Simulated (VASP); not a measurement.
# Zr (P6/mmm) in VASP: further runs

The runs below take Zr through relaxation of shape and atoms at fixed volume, with PBE.

All numbers are computed with VASP 6.6.1; they aren't measurements. Logs are shortened: lines on timing, memory, paths and dates and some standing lists are left out, and cuts for length are marked.

## 1. Starting point

It takes space group P6/mmm (No. 191, hexagonal). Conventional cell: a = 5.038 Å, b = 5.038 Å, c = 3.154 Å, α = 90.00°, β = 90.00°, γ = 120.00°. Zr (site symmetry -6m2) has 11 Zr at 2.91 to 3.31 Å as nearest neighbours. Zr (site symmetry 6/mmm) has 14 Zr at 3.15 to 3.31 Å as nearest neighbours.

The cell was built by a generator and needn't be a form met in nature.

## 2. Relaxation of shape and atoms at fixed volume, PBE (a relaxed cell with its volume scaled by 0.98)

INCAR

```
  PREC = Accurate
  ENCUT = 600
  EDIFF = 1E-7
  ISMEAR = 1
  SIGMA = 0.1
  LREAL = F
  LASPH = T
  NELM = 80
  ALGO = Fast
  ISIF = 4
  LWAVE = F
  LCHARG = F
  GGA = PE
  IBRION = 2
  NSW = 40
  EDIFFG = -0.01
```

KPOINTS

```
regular mesh
0
Gamma
  9 9 12
```

POSCAR

```
Zr                                      
1.0
    5.0046618644      0.0000000000      0.0000000000
   -2.5023309322      4.3341643098      0.0000000000
    0.0000000000      0.0000000000      3.1328839616
  Zr            
     3
Direct
     0.6666666699999979    0.3333333300000021    0.5000000000000000
     0.3333333300000021    0.6666666699999979    0.5000000000000000
     0.0000000000000000    0.0000000000000000    0.0000000000000000
```

Potentials or basis: VASP PAW PBE potentials, release 64 (Zr_sv).

Command:

```console
> cat potpaw_PBE.64/Zr_sv/POTCAR > POTCAR
> mpirun -np 1 vasp_std > vasp.out
```

OUTCAR:

```text
PREC = Accurate
   ENCUT = 600
   EDIFF = 1E-7
   ISMEAR = 1
   LREAL = F
   LASPH = T
   NELM = 80
   ISIF = 4
   GGA = PE
   IBRION = 2
   NSW = 40
   EDIFFG = -0.01

 ion  position               nearest neighbor table
   1  0.667  0.333  0.500-   2 2.89   2 2.89   2 2.89   3 3.29   3 3.29   3 3.29   3 3.29   3 3.29
                             3 3.29
   2  0.333  0.667  0.500-   1 2.89   1 2.89   1 2.89   3 3.29   3 3.29   3 3.29   3 3.29   3 3.29
                             3 3.29
   3  0.000  0.000  0.000-   1 3.29   2 3.29   1 3.29   2 3.29   2 3.29   2 3.29   1 3.29   1 3.29
                             1 3.29   1 3.29   2 3.29   2 3.29

  LATTYP: Found a hexagonal cell.
 ALAT       =     5.0046618644
 C/A-ratio  =     0.6259931333

  Lattice vectors:

 A1 = (   5.0046618644,   0.0000000000,   0.0000000000)
 A2 = (  -2.5023309322,   4.3341643098,   0.0000000000)
 A3 = (   0.0000000000,   0.0000000000,   3.1328839616)

Analysis of symmetry for initial positions (statically):
=====================================================================
 Subroutine PRICEL returns:
 Original cell was already a primitive cell.

 Routine SETGRP: Setting up the symmetry group for a
 hexagonal supercell.

 Subroutine GETGRP returns: Found 24 space group operations
 (whereof 24 operations were pure point group operations)
 out of a pool of 24 trial point group operations.

The static configuration has the point symmetry D_6h.

Analysis of symmetry for dynamics (positions and initial velocities):
=====================================================================
 Subroutine PRICEL returns:
 Original cell was already a primitive cell.

 Routine SETGRP: Setting up the symmetry group for a
 hexagonal supercell.

 Subroutine GETGRP returns: Found 24 space group operations
 (whereof 24 operations were pure point group operations)
 out of a pool of 24 trial point group operations.

The dynamic configuration has the point symmetry D_6h.

 Subroutine INISYM returns: Found 24 space group operations
 (whereof 24 operations are pure point group operations),
 and found     1 'primitive' translations

----------------------------------------------------------------------------------------

                                     Primitive cell

  volume of cell :      67.9555

  direct lattice vectors                    reciprocal lattice vectors
[... 86 lines left out ...]
   LASPH  =      T    aspherical Exc in radial PAW
   ENCUT  =  600.0 eV  44.10 Ry    6.64 a.u.  10.00 10.00  6.26*2*pi/ulx,y,z
   NELM   =     80;   NELMIN=  2; NELMDL= -5     # of ELM steps
   EDIFF  = 0.1E-06   stopping-criterion for ELM
   LREAL  =      F    real-space projection
   EDIFFG = -.1E-01   stopping-criterion for IOM
   NSW    =     40    number of steps for IOM
   IBRION =      2    ionic relax: 0-MD 1-quasi-New 2-CG
   NFREE  =      1    steps in history (QN), initial steepest desc. (CG)
   ISIF   =      4    stress and relaxation
   ISYM   =      2    0-nonsym 1-usesym 2-fastsym
   POTIM  = 0.5000    time-step for ionic-motion
   TEBEG  =    0.0;   TEEND  =   0.0 temperature during run
   PSTRESS=    0.0 pullay stress
   NELECT =      36.0000    total number of electrons
   NUPDOWN=      -1.0000    fix difference up-down
   EMIN   =  10.00;   EMAX   =-10.00  energy-range for DOS
   EFERMI =   0.00;   METHOD = LEGACY
   ISMEAR =     1;   SIGMA  =   0.10  broadening in eV -4-tet -1-fermi 0-gaus
   EFERMI_NEDOS =   21; number of points for ismear=-14 and -15
   IALGO  =     68    algorithm
   IMIX   =      4    mixing-type and parameters
     AMIX     =   0.40;   BMIX     =  1.00
     AMIX_MAG =   1.60;   BMIX_MAG =  1.00
  volume/ion in A,a.u.               =      22.65       152.86
  Fermi-wavevector in a.u.,A,eV,Ry     =   1.324649  2.503224 23.874079  1.754695
  Thomas-Fermi vector in A             =   2.454168
   LORBIT       =      0    0 simple, 1 ext, 2 COOP (PROOUT), +10 PAW based schemes
   GGA     = PE    functional components
   LHFCALC =     F    Hartree Fock is set to
   AEXX    =    0.0000 exact exchange contribution
   IVDW    =     0    specifies the selected vdW correction
   LEPSILON=     F    determine dielectric tensor
   LRPA    =     F    only Hartree local field effects (RPA)
 conjugate gradient relaxation of ions
 non-spin polarized calculation
 RMM-DIIS sequential band-by-band and
 Methfessel and Paxton  Order N= 1 SIGMA  =   0.10
  energy-cutoff  :      600.00
  volume of cell :       67.96
 maximum number of plane-waves:      2295
 NGX is ok and might be reduce to    40
   NGX = 19   NGY = 19   NGZ = 13

 number of electron      36.0000000 magnetization

 Free energy of the ion-electron system (eV)
  ---------------------------------------------------
  ext. energy  EPLUGINS =         0.00000000
  ---------------------------------------------------
  free energy    TOTEN  =       -25.55281248 eV

  energy without entropy =      -25.55457657  energy(sigma->0) =      -25.55340051

 E-fermi :   9.1825     XC(G=0): -11.2058

 val. band max:        9.1494195924   @ k =   0.4444   0.1111   0.2500
 cond. band min:       9.1831579236   @ k =   0.3333   0.1111   0.0000
 fundamental gap:      0.0337383312
 Fermi energy:         9.1825281983

 k-point     1 :       0.0000    0.0000    0.0000
  band No.  band energies     occupation
      1     -39.6740      2.00000
      2     -39.3860      2.00000
      3     -39.1781      2.00000
      4     -17.8185      2.00000
      5     -17.8185      2.00000
      6     -17.8105      2.00000
[... 589 lines left out ...]
     21       9.6920     -0.00000
     22      10.8070     -0.00000

 [... further k-points ...]
[... 5 lines left out ...]
  --------------------------------------------------------------------------------------
  -------------------------------------------------------------------------------------
  Total        0.8401735      0.8401735      0.8626156     -0.0000000      0.0000000      0.0000000
  in kB       19.8086614     19.8086614     20.3377755     -0.0000000      0.0000000      0.0000000
  external PRESSURE =      19.9850328 kB  Pullay stress =       0.0000000 kB

 VOLUME and BASIS-vectors are now :
 -----------------------------------------------------------------------------
  energy-cutoff  :      600.00
  volume of cell :       67.96
      direct lattice vectors                 reciprocal lattice vectors
     5.004661864  0.000000000  0.000000000     0.199813699  0.115362493  0.000000000
    -2.502330932  4.334164310  0.000000000     0.000000000  0.230724986  0.000000000
     0.000000000  0.000000000  3.132883962     0.000000000  0.000000000  0.319194714

 POSITION                                       TOTAL-FORCE (eV/Angst)
 -----------------------------------------------------------------------------------
      2.50233      1.44472      1.56644        -0.000000      0.000000      0.000000
     -0.00000      2.88944      1.56644         0.000000     -0.000000     -0.000000
      0.00000      0.00000      0.00000         0.000000      0.000000      0.000000
 -----------------------------------------------------------------------------------
    total drift:                                0.000000     -0.000000      0.000000

  FREE ENERGIE OF THE ION-ELECTRON SYSTEM (eV)
  ---------------------------------------------------
  free  energy   TOTEN  =       -25.5528124844 eV

  energy  without entropy=      -25.5545765663  energy(sigma->0) =      -25.55340051

 reached required accuracy - stopping structural energy minimisation
```

OSZICAR:

```text
N       E                     dE             d eps       ncg     rms          rms(c)
DAV:   1     0.398611939123E+03    0.39861E+03   -0.21458E+04  3696   0.183E+03
DAV:   2     0.239372061410E+01   -0.39622E+03   -0.39101E+03  4302   0.485E+02
DAV:   3    -0.252063088009E+02   -0.27600E+02   -0.27081E+02  6922   0.948E+01
[... 16 lines left out ...]
RMM:  20    -0.255528116186E+02   -0.78516E-06   -0.53187E-06  4414   0.105E-02    0.421E-04
RMM:  21    -0.255528119605E+02   -0.34187E-06   -0.33160E-06  4097   0.813E-03    0.210E-04
RMM:  22    -0.255528122258E+02   -0.26531E-06   -0.20896E-06  3582   0.646E-03    0.121E-04
RMM:  23    -0.255528123913E+02   -0.16553E-06   -0.13661E-06  3338   0.533E-03    0.141E-04
RMM:  24    -0.255528124844E+02   -0.93140E-07   -0.88596E-07  3066   0.435E-03
   1 F= -.25552812E+02 E0= -.25553401E+02  d E =-.255528E+02
```

CONTCAR:

```text
Zr
   1.00000000000000
     5.0046618644000000    0.0000000000000000    0.0000000000000000
    -2.5023309322000000    4.3341643098000002    0.0000000000000000
     0.0000000000000000    0.0000000000000000    3.1328839616000002
  Zr
     3
Direct
     0.6666666699999979    0.3333333300000021    0.5000000000000000
     0.3333333300000021    0.6666666699999979    0.5000000000000000
     0.0000000000000000    0.0000000000000000    0.0000000000000000

  0.00000000E+00  0.00000000E+00  0.00000000E+00
  0.00000000E+00  0.00000000E+00  0.00000000E+00
  0.00000000E+00  0.00000000E+00  0.00000000E+00
```

Run time: 2.7 min. Hardware: 1 thread of Intel Xeon Platinum 8488C (Sapphire Rapids), shared host; peak memory 0.27 GiB.

Results:

* Free energy: -25.5528 eV
* Pressure after relaxing: 2.0 GPa
* Band gap on the k mesh: none (metal or under the smearing width)

Final structure:
```
Zr
1.0
     5.00466    0.00000    0.00000
    -2.50233    4.33416    0.00000
     0.00000    0.00000    3.13288
Zr
3
Direct
  0.66667 0.33333 0.50000
  0.33333 0.66667 0.50000
  0.00000 0.00000 0.00000
```

Caveat: the relaxation stopped at its first step, so nothing moved.

## 3. Relaxation of shape and atoms at fixed volume, PBE

INCAR is that of step 2.

KPOINTS is that of step 2.

POSCAR

```
Zr                                      
1.0
    5.0384781731      0.0000000000      0.0000000000
   -2.5192390865      4.3634500921      0.0000000000
    0.0000000000      0.0000000000      3.1540527386
  Zr            
     3
Direct
     0.6666666699999979    0.3333333300000021    0.5000000000000000
     0.3333333300000021    0.6666666699999979    0.5000000000000000
     0.0000000000000000    0.0000000000000000    0.0000000000000000
```

Potentials or basis: VASP PAW PBE potentials, release 64 (Zr_sv).

Command:

```console
> cat potpaw_PBE.64/Zr_sv/POTCAR > POTCAR
> mpirun -np 1 vasp_std > vasp.out
```

Run time: 2.7 min. Hardware: 1 thread of Intel Xeon Platinum 8488C (Sapphire Rapids), shared host; peak memory 0.27 GiB.

The run converged. Its results:

| Quantity | Value |
| --- | --- |
| Free energy | -25.5618 eV |
| Pressure after relaxing | 0.0 GPa |
| Band gap on the k mesh | none (metal or under the smearing width) |

Final structure:
```
Zr
1.0
     5.03848    0.00000    0.00000
    -2.51924    4.36345    0.00000
     0.00000    0.00000    3.15405
Zr
3
Direct
  0.66667 0.33333 0.50000
  0.33333 0.66667 0.50000
  0.00000 0.00000 0.00000
```

Levels at points of the mesh, in eV from the Fermi level:
```tsv
k point	band 14	band 15	band 16	band 17	band 18	band 19	band 20	band 21	band 22
(0.00, 0.00, 0.00)	-2.36	-0.51	-0.51	-0.47	-0.47	-0.17	0.84	1.62	1.64
(0.00, 0.00, 0.50)	-2.48	-2.16	-1.88	-1.88	-1.41	1.20	1.20	1.63	1.63
```

Caveat: the relaxation stopped at its first step, so nothing moved.

## 4. Relaxation of shape and atoms at fixed volume, PBE (a relaxed cell with its volume scaled by 1.02)

INCAR is that of step 3.

KPOINTS is that of step 3.

POSCAR

```
Zr                                      
1.0
    5.0718465507      0.0000000000      0.0000000000
   -2.5359232753      4.3923479547      0.0000000000
    0.0000000000      0.0000000000      3.1749411138
  Zr            
     3
Direct
     0.6666666699999979    0.3333333300000021    0.5000000000000000
     0.3333333300000021    0.6666666699999979    0.5000000000000000
     0.0000000000000000    0.0000000000000000    0.0000000000000000
```

Command:

```console
> cat potpaw_PBE.64/Zr_sv/POTCAR > POTCAR
> mpirun -np 1 vasp_std > vasp.out
```

It took 4.2 min on 1 thread of Intel Xeon Platinum 8488C (Sapphire Rapids), shared host; peak memory 0.29 GiB.

Results (log left out):

```yaml
Free_energy: -25.5543 eV
Pressure_after_relaxing: -1.8 GPa
Band_gap_on_the_k_mesh: none (metal or under the smearing width)
```

Final structure:
```
CELL_PARAMETERS angstrom
5.07185 0.00000 0.00000
-2.53592 4.39235 0.00000
0.00000 0.00000 3.17494
ATOMIC_POSITIONS crystal
Zr 0.66667 0.33333 0.50000
Zr 0.33333 0.66667 0.50000
Zr 0.00000 0.00000 0.00000
```

Levels at points of the mesh, in eV from the Fermi level:
```
           k point  band 15  band 16  band 17  band 18  band 19  band 20  band 21  band 22
(0.00, 0.00, 0.00)    -0.52    -0.52    -0.47    -0.47    -0.17     0.83     1.59     1.59
(0.00, 0.00, 0.50)    -2.17    -1.83    -1.83    -1.43     1.19     1.19     1.59     1.59
```

Caveat: the relaxation stopped at its first step, so nothing moved.

## 5. Relaxation of shape and atoms at fixed volume, PBE (a relaxed cell with its volume scaled by 1.04)

INCAR is that of step 4.

KPOINTS is that of step 4.

POSCAR

```
Zr                                      
1.0
    5.1047815420      0.0000000000      0.0000000000
   -2.5523907710      4.4208704939      0.0000000000
    0.0000000000      0.0000000000      3.1955581923
  Zr            
     3
Direct
     0.6666666699999979    0.3333333300000021    0.5000000000000000
     0.3333333300000021    0.6666666699999979    0.5000000000000000
     0.0000000000000000    0.0000000000000000    0.0000000000000000
```

Command:

```console
> cat potpaw_PBE.64/Zr_sv/POTCAR > POTCAR
> mpirun -np 1 vasp_std > vasp.out
```

It took 5.2 min on 1 thread of Intel Xeon Platinum 8488C (Sapphire Rapids), shared host; peak memory 0.3 GiB.

Results (log left out):

| Property | Result |
| --- | --- |
| Free energy | -25.5316 eV |
| Energy gained by relaxing | 0.0 meV/atom |
| Ionic steps | 2 |
| Pressure after relaxing | -3.5 GPa |
| Band gap on the k mesh | none (metal or under the smearing width) |

Final structure:
```cif
data_structure
_symmetry_space_group_name_H-M 'P 1'
_symmetry_Int_Tables_number 1
_cell_length_a 5.1063
_cell_length_b 5.1063
_cell_length_c 3.1937
_cell_angle_alpha 90.000
_cell_angle_beta 90.000
_cell_angle_gamma 120.000
_cell_volume 72.12
loop_
_atom_site_label
_atom_site_type_symbol
_atom_site_fract_x
_atom_site_fract_y
_atom_site_fract_z
_atom_site_occupancy
Zr1 Zr 0.66667 0.33333 0.50000 1
Zr2 Zr 0.33333 0.66667 0.50000 1
Zr3 Zr 0.00000 0.00000 0.00000 1
```

Levels at points of the mesh, in eV from the Fermi level:
```
           k point  band 14  band 15  band 16  band 17  band 18  band 19  band 20  band 21  band 22
(0.00, 0.00, 0.00)    -2.23    -0.52    -0.52    -0.47    -0.47    -0.18     0.81     1.56     1.57
(0.00, 0.00, 0.50)    -2.32    -2.18    -1.78    -1.78    -1.44     1.17     1.17     1.55     1.55
```

## 6. Overview

| cell | gap on the mesh (eV) | pressure (GPa) |
| --- | --- | --- |
| atoms relaxed at fixed volume from: a relaxed cell with its volume scaled by 0.98 | none | 2.0 |
| atoms relaxed at fixed volume | none | 0.0 |
| atoms relaxed at fixed volume from: a relaxed cell with its volume scaled by 1.02 | none | -1.8 |
| atoms relaxed at fixed volume from: a relaxed cell with its volume scaled by 1.04 | none | -3.5 |

Alike in all rows: task relaxation of shape and atoms at fixed volume; level PBE; potentials or basis VASP PAW PBE potentials, release 64 (Zr_sv); no spin polarisation; k mesh 9 × 9 × 12; cutoff (eV) 600; smearing methfessel-paxton 0.1 eV.

Caveats: the relaxation stopped at its first step, so nothing moved (some runs).

Total energies depend on the potentials used, so only differences within one code and one set of settings carry meaning.
